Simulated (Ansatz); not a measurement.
We consider chalcopyrite CuInS₂, described by revPBE in Ansatz (PAW).

Run with plane-wave cutoff 520 eV, 10×10×10 k mesh, Fermi–Dirac smearing 0.01 eV, no spin polarisation, scalar-relativistic PAW data made under PBE.

Energies at three volumes about the minimum:

```json
[
 {"V (Å³/atom)": "21.982", "E − E_lowest (meV/atom)": "1.73"},
 {"V (Å³/atom)": "22.430", "E − E_lowest (meV/atom)": "0.00"},
 {"V (Å³/atom)": "22.879", "E − E_lowest (meV/atom)": "1.55"}
]
```

Question: Fit a parabola by hand: where is the minimum, and what is the bulk modulus?

Answer: Slopes: (0.00 − 1.73)/(22.430 − 21.982) = -3.862 and (1.55 − 0.00)/(22.879 − 22.430) = 3.452 meV/Å³. Curvature E″ = 2 × (3.452 − (-3.862))/(22.879 − 21.982) = 16.308 meV/Å⁶. From the middle of the first interval, the slope vanishes at V0 = 22.2060 − (-3.862)/16.308 = 22.443 Å³/atom. B = V0 E″ = 22.443 × 16.308 meV/Å³ × 0.1602 GPa per meV/Å³ = 58.6 GPa. The full Birch–Murnaghan fit to all volumes gives V0 = 22.434 Å³/atom and B0 = 58.4 GPa.

Shape and atoms are relaxed at each volume.

Note: the gap of the solid is closed in this run; this level leaves the solid without a gap, although one is measured; the bulk modulus comes from volumes at which shape and atoms were relaxed.

Ansatz is an electronic-structure program.
